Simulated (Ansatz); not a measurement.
# Ir (Fm-3m) in Ansatz: further runs

The runs below take Ir through relaxation of cell and atoms, with PBEsol, LDA.

Program: Ansatz 0.2.0. These are calculated values, not measurements. Logs are shortened: lines on timing, memory, paths and dates and some standing lists are left out, and cuts for length are marked.

## 1. Starting point

The structure is cubic, space group Fm-3m (No. 225). Conventional cell: a = 3.831 Å, b = 3.831 Å, c = 3.831 Å, α = 90.00°, β = 90.00°, γ = 90.00°. Ir (site symmetry m-3m) is surrounded by 12 Ir at 2.71 Å.

## 2. Relaxation of cell and atoms, PBEsol, target pressure 20 GPa, at which the enthalpy is minimised

Contents of input.yaml:

```yaml
crystal:
  lattice:
    - [0.0, 1.9156, 1.9156]
    - [1.9156, 0.0, 1.9156]
    - [1.9156, 1.9156, 0.0]
  atoms:
    - { symbol: Ir, position: [0.0, 0.0, 0.0] }
hamiltonian:
  xc: pbesol
  pseudopotentials: { kind: paw }
kpoints:
  mp_grid: { grid: [12, 12, 12] }
scf:
  occupations: { method: fermi_dirac, width: 0.05 }
output:
  forces: true
  stress: true
  eigenvalues: true
relax:
  f_tol: 0.01
  max_steps: 40
  cell: { stress_tol: 0.05, p_target: 20.0 }
```

Potentials or basis: Ansatz PAW.

Command:

```bash
> ansatz run input.yaml --threads 2 --pin off --max-ram 5632MiB --backend cpu --events-out ev --progress --plain --runs-dir out
```

Log:

```text
Warning: RAYON_NUM_THREADS=2 ignored (pool sized by the plan → 2); use --threads N
Engine: ansatz 0.2.0, aarch64-unknown-linux-gnu
Pseudopotentials: kind: paw
Pseudopotential: Ir, paw, valence charge 17, recommended cutoff 420 eV (normal), Ir.paw.azcp
Functional definition: PBEsol
  exchange = pbesol_x
  correlation = pbesol_c
Crystal: 1 atoms, lattice volume = 14.059 Å³
Basis set: ecut = 420 eV, 283 PW (Γ), exchange–correlation on 40×40×40 points (8 copies of the dense FFT grid, shifted against one another)
Bands: 13, of which v1, the nominal top of the filled ones, is band 9 counted from 1 (8 counted from 0)
Symmetry: 48 space group operations
Space group: Fm-3m (ITA 225), of the structure as read, at distance tolerance 2.4e-5 Å
k-points: 72 of 1728
Non-local potential: Ir, projectors of the file, l = 0: 3, l = 1: 2, l = 2: 2, l = 3: 1
PAW form: soft (Blöchl's): semilocal exchange-correlation on the pseudo side does not see the compensation charge
PAW frozen core: Ir, regenerated for the run's functional, and the local potential with it (the file was generated under x = pbe(κ = 0.804, μ = 0.2195149727645171), c = pbe(β = 0.06672455060314922))
PAW one-centre angular grid: Ir, 590 points (default); XC on 64 Gauss nodes
Initial density: superposition of atomic densities (neutral atoms: chi_scale 0, normalization atom), corrected by the library's trained network
Initial wavefunctions: pseudopotential atomic-orbital guess
Functional: x = pbesol(κ = 0.804, μ = 0.12345679012345678), c = pbesol(β = 0.046)
SCF iter   1: F=—  HF=-11799.056607 eV  |F-HF|=—  |Δ(HF+E_count)|=         —  Δρ=6.25e-3  dr2=2.36e-3  ethr=1.77e-3  ⟨swp⟩=5.2  Hψ=4844  notcnv=0
preconditioner: auto → none  [metal: Δε(μ)=0.023 eV  Ē_g=14.293 eV  σ=0.050 eV  W_gap=0.11  n_scr=0 (ndim 8)  ℏωp=29.7 eV  f_vac=0.000  D(μ)=0.56/eV (n_scr^D=0)]
SCF iter   2: F=—  HF=-11799.055938 eV  |F-HF|=—  |Δ(HF+E_count)|=   6.69e-4  Δρ=2.57e-3  dr2=1.52e-4  ethr=1.39e-5  ⟨swp⟩=2.4  Hψ=1954  notcnv=0
SCF iter   3: F=—  HF=-11799.056048 eV  |F-HF|=—  |Δ(HF+E_count)|=   1.10e-4  Δρ=1.07e-3  dr2=2.55e-5  ethr=8.92e-7  ⟨swp⟩=1.0  Hψ=938  notcnv=0
SCF iter   4: F=—  HF=-11799.056072 eV  |F-HF|=—  |Δ(HF+E_count)|=   2.33e-5  Δρ=5.44e-5  dr2=1.24e-7  ethr=1.50e-7  ⟨swp⟩=1.9  Hψ=1238  notcnv=0
iter 5 did not close the SCF: its close was put off for the readings that it lacked (scf_convergence_deferred on its scf_iter line)
SCF iter   5: F=-11799.056072 eV  HF=-11799.056072 eV  |F-HF|=6.22e-9  |Δ(HF+E_count)|=   5.40e-8  Δρ=7.85e-6  dr2=8.20e-9  ethr=7.32e-10  ⟨swp⟩=2.3  Hψ=1359  notcnv=0
SCF iter   6: F=-11799.056072 eV  HF=-11799.056072 eV  |F-HF|=1.35e-10  |Δ(HF+E_count)|=   2.80e-9  Δρ=1.24e-6  dr2=1.88e-10  ethr=4.82e-11  ⟨swp⟩=2.2  Hψ=2840  notcnv=0
SCF 1 converged in 6 iterations: F = -11799.056072 eV  dr2 = 1.88e-10
relax step   1: F+E_penalty+E_count = -11799.05607173 eV  Δ(F+E_penalty+E_count) = +0.000e0 eV  max|allowed force component| = 0.000e0 eV/Å  Δτ_max = 0.0000 Å  P = -0.683 GPa  Ω = 14.059 Å³  (6 SCF iters, dr2 threshold 1.00e-7 eV, accepted)
Crystal: 1 atoms, lattice volume = 12.061 Å³
Basis set: ecut = 420 eV, 259 PW (Γ), exchange–correlation on 40×40×40 points (8 copies of the dense FFT grid, shifted against one another)
[... 53 lines left out ...]
eigensolver tolerance schedule: the retry pair's looser diagonalisation over-reported the residual by 20911.82 of it (diagonalisation noise at 0.44 of the residual, at the tolerance the schedule requests for it); recorded, not acted on — ethr = c·dr2/N_el stays at c = 1.0e-1
SCF iter   2: F=—  HF=-11799.018569 eV  |F-HF|=—  |Δ(HF+E_count)|=   5.67e-7  Δρ=1.49e-6  dr2=7.93e-11  ethr=2.15e-12  ⟨swp⟩=2.4  Hψ=1636  notcnv=0
SCF iter   3: F=—  HF=-11799.018569 eV  |F-HF|=—  |Δ(HF+E_count)|=  1.13e-10  Δρ=4.21e-7  dr2=1.75e-11  ethr=1.00e-12  ⟨swp⟩=1.7  Hψ=1172  notcnv=0
SCF iter   4: F=-11799.018569 eV  HF=-11799.018569 eV  |F-HF|=5.46e-12  |Δ(HF+E_count)|=  7.28e-12  Δρ=6.46e-8  dr2=3.36e-13  ethr=1.00e-12  ⟨swp⟩=4.9  Hψ=3254  notcnv=0
SCF 7 converged in 4 iterations: F = -11799.018569 eV  dr2 = 3.36e-13
relax step   7: F+E_penalty+E_count = -11799.01856906 eV  Δ(F+E_penalty+E_count) = -1.637e-11 eV  max|allowed force component| = 0.000e0 eV/Å  Δτ_max = 0.0000 Å  P = +19.999 GPa  Ω = 13.404 Å³  stress off target by 1.12e-3 GPa  SCF on the basis re-selected at this cell (its energy is not comparable with the rows above)  (4 SCF iters)
basis re-selected at this cell: Δ(F+E_penalty+E_count) = -1.637e-11 eV, ΔP = +0.000 GPa vs the last step (what re-selecting the basis moved, of the pressure what is left beyond the Pulay correction that the steps carried, after the strain that the cell walked since its last selection, with what the two solves' SCF thresholds leave and, on support functions, any second-order correction that the steps lacked; it is no measure of the basis error at this ecutwfc). This SCF's stress stands 1.12e-3 GPa from its target on what of the cell is left free (relax.cell.stress_tol is 5.00e-2 GPa) and its largest allowed force component is 0.00e0 eV/Å (relax.f_tol is 1.00e-2 eV/Å): within both
SCF converged after 4 iterations
Free energy (F): -11799.018569 eV
Harris-Foulkes:  -11799.018569 eV  (|F-HF|=5.46e-12)
Internal energy: -11799.014250 eV  (E = F + TS)
E sigma→0 (E₀):  -11799.016409 eV
Entropy (-TS):   -0.004319 eV (-4.319 meV/atom)
Fermi energy:    27.493359 eV
--- Per-component energies (eV) ---
  E_band       = -59.387102
  E_kinetic    = 625.849071
  E_local      = -1003.882897  (includes V_loc(G=0)·N_el)
  E_nonlocal   = 75.975220
  E_hartree    = 389.299959
  E_xc         = -267.588517
  E_vxc        = -301.136841  (∫ρ·V_xc dr)
  E_paw        = -9088.955732  (= ΣΔE_a)
  E_vpaw       = -234.791652  (= ΣTr[D̂ρ^β])
  E_aug_tail   = 0.000057  (compensation charges beyond the density's cutoff)
  E_ewald      = -2529.976696
  E_core_change = 0.265285  (= ΣΔE_core)
  E_smearing   = -0.004319  (= −TS)
  E_closure    = -0.000000  (closes the sum)
  Σ components = -11799.018569   (vs F -11799.018569, Δ=0.00e0)
--- Forces (eV/Å), atoms counted from 1 ---
  atom   1  Ir    -0.00000000     0.00000000     0.00000000
  max |Σ_I F_I| component: 1.07e-31 eV/Å
--- Stress (GPa, compression-positive) ---
       19.998884      -0.000000      -0.000000
       -0.000000      19.998884      -0.000000
       -0.000000      -0.000000      19.998884
  P = ⅓ Tr σ = 19.9989 GPa (199.989 kbar)
--- Band table (eV; the first three rows and the last of 72) ---
  k-point 0: bands = ["-65.6197", "-22.0094", "-22.0094", "-22.0094", "15.6845", "23.2082", "23.2082", "23.2082", "26.1621", "26.1621", "40.8424", "46.6445", "46.6445"]
  k-point 1: bands = ["-65.6140", "-22.0767", "-22.0185", "-22.0185", "16.0116", "23.0312", "23.3481", "23.3481", "26.0689", "26.0689", "41.4151", "45.3417", "47.2005"]
  k-point 2: bands = ["-65.5985", "-22.2582", "-22.0432", "-22.0432", "16.9013", "22.6805", "23.6326", "23.6326", "25.9743", "25.9743", "42.5745", "43.4575", "48.7713"]
  k-point 71: bands = ["-65.5062", "-22.6431", "-22.6431", "-22.3739", "20.6267", "22.1541", "22.1541", "25.4478", "29.1057", "36.0473", "36.8416", "36.8416", "41.3381"]
--- Relaxed structure (5 steps of the walk, 4 accepted, 2 SCFs on fresh bases) ---
  F+E_penalty+E_count = -11799.01856906 eV   max|allowed force component| = 0.000e0 eV/Å   (the final SCF, on the basis selected at the relaxed cell)
  cell:  # Å, volume = 13.4038 Å³
    - [2.9935309632422845e-34, 1.8853822143447456, 1.8853822143447456]
    - [1.8853822143447456, -2.675070211186311e-34, 1.8853822143447456]
    - [1.8853822143447456, 1.8853822143447456, 2.99353106932616e-34]
  atoms:
    - { symbol: Ir, position: [0.0, 0.0, 0.0] }
```

Run time: 3.1 s. Hardware: 2 threads of Arm Neoverse V2, shared host; peak memory 0.27 GiB.

What came out:

```yaml
Free_energy: -11799.0186 eV
Relaxed_volume: 13.40 Å³/atom
Relaxed_cell: a = 2.666 Å, b = 2.666 Å, c = 2.666 Å, α = 60.00°, β = 60.00°, γ = 60.00°
Space_group_after_relaxing_to_0.05_Å: Fm-3m (No. 225)
Energy_change_on_relaxing_the_enthalpy_is_what_falls: +37.5 meV/atom
Ionic_steps: 6
Pressure_after_relaxing: 20.0 GPa
Band_gap_on_the_k_mesh: none (metal or under the smearing width)
```

Step by step:
```
step  energy change (eV)  largest force (eV/Å)  volume (Å³)
   1              0.0000                0.0000        14.06
   2              0.0241                0.0000        13.52
   3              0.0374                0.0000        13.40
   4              0.0378                0.0000        13.40
   5              0.0375                0.0000        13.40
   6              0.0375                0.0000        13.40
```

Final structure:
```
Ir
1.0
     0.00000    1.88538    1.88538
     1.88538    0.00000    1.88538
     1.88538    1.88538    0.00000
Ir
1
Cartesian
  0.0000 0.0000 0.0000
```

Caveat: the plane-wave basis is chosen anew once the cell has moved, so the energies of steps on either side of that aren't comparable; the PAW data sets come from PBE, with cores solved anew for the run's functional, which leaves a small shift of forces and pressure. Spin-orbit coupling is left out, which matters for the levels of Ir.

## 3. Relaxation of cell and atoms, PBEsol, target pressure 30 GPa, at which the enthalpy is minimised

input.yaml, as its differences from that of step 2:

```diff
@@ -18,2 +18,6 @@
   eigenvalues: true
+  write_density: true
+  write_potential: true
+  elf: true
+  volumetric_format: npy
 relax:
@@ -21,2 +25,2 @@
   max_steps: 40
-  cell: { stress_tol: 0.05, p_target: 20.0 }
+  cell: { stress_tol: 0.05, p_target: 30.0 }
```

Potentials or basis: Ansatz PAW.

Command:

```bash
> ansatz run input.yaml --threads 2 --pin off --max-ram 5632MiB --backend cpu --events-out ev --progress --plain --runs-dir out
```

It took 3.6 s on 2 threads of Arm Neoverse V2, shared host; peak memory 0.28 GiB.

It converged, with:

```yaml
Free_energy: -11798.9780 eV
Relaxed_volume: 13.14 Å³/atom
Relaxed_cell: a = 2.649 Å, b = 2.649 Å, c = 2.649 Å, α = 60.00°, β = 60.00°, γ = 60.00°
Space_group_after_relaxing_to_0.05_Å: Fm-3m (No. 225)
Energy_change_on_relaxing_the_enthalpy_is_what_falls: +78.1 meV/atom
Ionic_steps: 7
Pressure_after_relaxing: 30.0 GPa
Band_gap_on_the_k_mesh: none (metal or under the smearing width)
```

The path:
```tsv
step	energy change (eV)	largest force (eV/Å)	volume (Å³)
1	0.0000	0.0000	14.06
2	0.0556	0.0000	13.27
3	0.0773	0.0000	13.14
4	0.0778	0.0000	13.14
5	0.0784	0.0000	13.14
6	0.0781	0.0000	13.14
7	0.0781	0.0000	13.14
```

Final structure:
```cif
data_structure
_symmetry_space_group_name_H-M 'P 1'
_symmetry_Int_Tables_number 1
_cell_length_a 2.6489
_cell_length_b 2.6489
_cell_length_c 2.6489
_cell_angle_alpha 60.000
_cell_angle_beta 60.000
_cell_angle_gamma 60.000
_cell_volume 13.14
loop_
_atom_site_label
_atom_site_type_symbol
_atom_site_fract_x
_atom_site_fract_y
_atom_site_fract_z
_atom_site_occupancy
Ir1 Ir 0.00000 0.00000 0.00000 1
```

Levels at points of the mesh, in eV from the Fermi level:
| k point | band 5 | band 6 | band 7 | band 8 | band 9 | band 10 | band 11 | band 12 |
| --- | --- | --- | --- | --- | --- | --- | --- | --- |
| (0.00, 0.00, 0.00) | -12.03 | -4.42 | -4.42 | -4.42 | -1.37 | -1.37 | 13.27 | 19.19 |
| (0.00, 0.00, -0.50) | -9.00 | -4.54 | -4.54 | -1.04 | 1.00 | 1.00 | 8.00 | 12.96 |
| (0.00, -0.50, -0.50) | -8.89 | -8.27 | 0.98 | 1.61 | 1.66 | 1.66 | 11.52 | 11.70 |

Caveat: the plane-wave basis is chosen anew once the cell has moved, so the energies of steps on either side of that aren't comparable; the PAW data sets come from PBE, with cores solved anew for the run's functional, which leaves a small shift of forces and pressure.

## 4. Relaxation of cell and atoms, LDA

input.yaml, as its differences from that of step 3:

```diff
@@ -8,3 +8,3 @@
 hamiltonian:
-  xc: pbesol
+  xc: lda
   pseudopotentials: { kind: paw }
@@ -18,6 +18,2 @@
   eigenvalues: true
-  write_density: true
-  write_potential: true
-  elf: true
-  volumetric_format: npy
 relax:
@@ -25,2 +21,2 @@
   max_steps: 40
-  cell: { stress_tol: 0.05, p_target: 30.0 }
+  cell: { stress_tol: 0.05 }
```

Potentials or basis: Ansatz PAW.

Command:

```bash
> ansatz run input.yaml --threads 2 --pin off --max-ram 5632MiB --backend cpu --events-out ev --progress --plain --runs-dir out
```

Log:

```text
Warning: RAYON_NUM_THREADS=2 ignored (pool sized by the plan → 2); use --threads N
[... 3 set-up lines as earlier in the session ...]
Functional definition: SPW92
  exchange = slater_x
  correlation = pw_c
Crystal: 1 atoms, lattice volume = 14.059 Å³
Basis set: ecut = 420 eV, 283 PW (Γ)
Bands: 13, of which v1, the nominal top of the filled ones, is band 9 counted from 1 (8 counted from 0)
[... 2 set-up lines as earlier in the session ...]
k-points: 72 of 1728
[... 3 set-up lines as earlier in the session ...]
[... 75 lines left out ...]
  Σ components = -11663.415754   (vs F -11663.415754, Δ=0.00e0)
--- Forces (eV/Å), atoms counted from 1 ---
  atom   1  Ir    -0.00000000    -0.00000000     0.00000000
  max |Σ_I F_I| component: 1.15e-31 eV/Å
--- Stress (GPa, compression-positive) ---
        0.025088      -0.000000      -0.000000
       -0.000000       0.025088       0.000000
       -0.000000       0.000000       0.025088
  P = ⅓ Tr σ = 0.0251 GPa (0.251 kbar)
--- Band table (eV; the first three rows and the last of 72) ---
  k-point 0: bands = ["-66.7973", "-23.1742", "-23.1742", "-23.1742", "14.8248", "22.1741", "22.1741", "22.1741", "24.9949", "24.9949", "39.8131", "45.3985", "45.3985"]
  k-point 1: bands = ["-66.7924", "-23.2342", "-23.1823", "-23.1823", "15.1413", "22.0083", "22.3082", "22.3082", "24.9084", "24.9084", "40.3592", "44.1233", "45.9307"]
  k-point 2: bands = ["-66.7790", "-23.3964", "-23.2046", "-23.2046", "16.0054", "21.6782", "22.5816", "22.5816", "24.8224", "24.8224", "41.4790", "42.2068", "47.4333"]
  k-point 71: bands = ["-66.6995", "-23.7425", "-23.7425", "-23.5014", "19.7415", "21.1730", "21.1730", "24.3334", "27.7800", "34.4941", "35.4197", "35.4197", "39.8291"]
--- Relaxed structure (4 steps of the walk, 3 accepted, 1 SCFs on fresh bases) ---
  F+E_penalty+E_count = -11663.41575432 eV   max|allowed force component| = 0.000e0 eV/Å   (the final SCF, on the basis selected at the relaxed cell)
  cell:  # Å, volume = 13.8224 Å³
    - [-5.095372032895589e-34, 1.904809038110793, 1.904809038110793]
    - [1.904809038110793, -2.101840963569431e-33, 1.904809038110793]
    - [1.904809038110793, 1.904809038110793, -1.057289696825835e-33]
  atoms:
    - { symbol: Ir, position: [0.0, 0.0, 0.0] }
```

It took 2.2 s on 2 threads of Arm Neoverse V2, shared host; peak memory 0.27 GiB.

Results:

```
Free energy                            : -11663.4158 eV
Relaxed volume                         : 13.82 Å³/atom
Relaxed cell                           : a = 2.694 Å, b = 2.694 Å, c = 2.694 Å, α = 60.00°, β = 60.00°, γ = 60.00°
Space group after relaxing (to 0.05 Å) : Fm-3m (No. 225)
Energy gained by relaxing              : 4.9 meV/atom
Ionic steps                            : 4
Pressure after relaxing                : 0.0 GPa
Band gap on the k mesh                 : none (metal or under the smearing width)
```

The path:
| step | energy change (eV) | largest force (eV/Å) | volume (Å³) |
| --- | --- | --- | --- |
| 1 | 0.0000 | 0.0000 | 14.06 |
| 2 | -0.0050 | 0.0000 | 13.84 |
| 3 | -0.0050 | 0.0000 | 13.82 |
| 4 | -0.0049 | 0.0000 | 13.82 |

Final structure:
```yaml
crystal:
  lattice:
    - [0.00000, 1.90481, 1.90481]
    - [1.90481, 0.00000, 1.90481]
    - [1.90481, 1.90481, 0.00000]
  atoms:
    - { symbol: Ir, position: [0.00000, 0.00000, 0.00000] }
```

Caveat: the plane-wave basis is chosen anew once the cell has moved, so the energies of steps on either side of that aren't comparable; the PAW data sets come from PBE, with cores solved anew for the run's functional, which leaves a small shift of forces and pressure. Zero-point motion and thermal expansion aren't in these numbers.

## 5. The runs side by side

```tsv
level	cell	target pressure (GPa)	gap on the mesh (eV)	pressure (GPa)
PBEsol	relaxed to 20 GPa	20	none	20.0
PBEsol	relaxed to 30 GPa	30	none	30.0
LDA	relaxed	-	none	0.0
```

Alike in all rows: task relaxation of cell and atoms; potentials or basis Ansatz PAW; no spin polarisation; k mesh 12 × 12 × 12; cutoff (eV) 420; smearing fermi-dirac 0.05 eV.

Caveats: the plane-wave basis is chosen anew once the cell has moved, so the energies of steps on either side of that aren't comparable; the PAW data sets come from PBE, with cores solved anew for the run's functional, which leaves a small shift of forces and pressure.

Total energies depend on the potentials used, so only differences within one code and one set of settings carry meaning.
